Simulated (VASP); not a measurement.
A run of VASP 6.6.1 is set up as follows.

The input INCAR:

```
SYSTEM = ZnCu
PREC = Accurate ; ENCUT = 520
EDIFF = 1E-6 ; ISMEAR = -1
SIGMA = 0.02 ; LREAL = .False.
LASPH = .True. ; NELM = 100
ALGO = Normal ; ISIF = 2
LWAVE = .False. ; LCHARG = .True.
GGA = PE ; LELF = .True.
LVHAR = .True. ; NBANDS = 18
```

Contents of KPOINTS:

```
regular mesh
0
Gamma
  8 8 8
  0 0 0
```

File POSCAR:

```
ZnCu
1.0
    2.9666550863      0.0000000000      0.0000000000
    0.0000000000      2.9666550863      0.0000000000
    0.0000000000      0.0000000000      2.9666550863
Zn Cu
1 1
Direct
    0.5000000000      0.5000000000      0.5000000000
    0.0000000000      0.0000000000      0.0000000000
```

Potentials or basis: VASP PAW PBE potentials, release 64 (Zn, Cu).

The run is started by

```sh
$ cat potpaw_PBE.64/Zn/POTCAR potpaw_PBE.64/Cu/POTCAR > POTCAR
$ mpirun -np 1 vasp_std > vasp.out
```

Task: What does it give for the band gap on the k mesh?

Result: None (metal or under the smearing width).

Task: Predict the pressure.

Result: 0.5 GPa.
